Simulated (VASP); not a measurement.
WS2, a slab with vacuum:

```xyz
6
Lattice="3.1832 0.0000 0.0000 -1.5916 2.7567 0.0000 0.0000 0.0000 23.6688" Properties=species:S:1:pos:R:3 pbc="T T T"
W     1.5916    0.9189    8.5842
W     0.0000    1.8378   15.0845
S     1.5916    0.9189   16.6435
S     0.0000    1.8378   10.1434
S     1.5916    0.9189   13.5253
S     0.0000    1.8378    7.0253
```

Base run:

```yaml
Program: VASP 6.6.1
Functional: revPBE
Potentials_or_basis: VASP PAW PBE potentials, release 64 (W_sv, S)
Cutoff: 520 eV
k_mesh: 7 × 7 × 2
Occupations: fermi-dirac, width 0.05 eV
Spin: no spin polarisation
```

Its results: band gap on the k mesh 1.69 eV, indirect (least direct gap 2.41 eV); largest force 0.399 eV/Å.

Problem. The run is repeated on the same cell with these changes: functional from revPBE to LDA; potentials or basis from VASP PAW PBE potentials, release 64 (W_sv, S) to VASP PAW LDA potentials, release 64 (W_sv, S). What comes out?

Solution. Band gap on the k mesh 1.60 eV, indirect (least direct gap 2.39 eV); largest force 0.349 eV/Å.

Caveats: spin-orbit coupling is left out, which moves the levels of the heavy elements; the PAW data sets were made with another functional, which shifts forces and pressure a little (some runs).

A k mesh can miss the band edges.
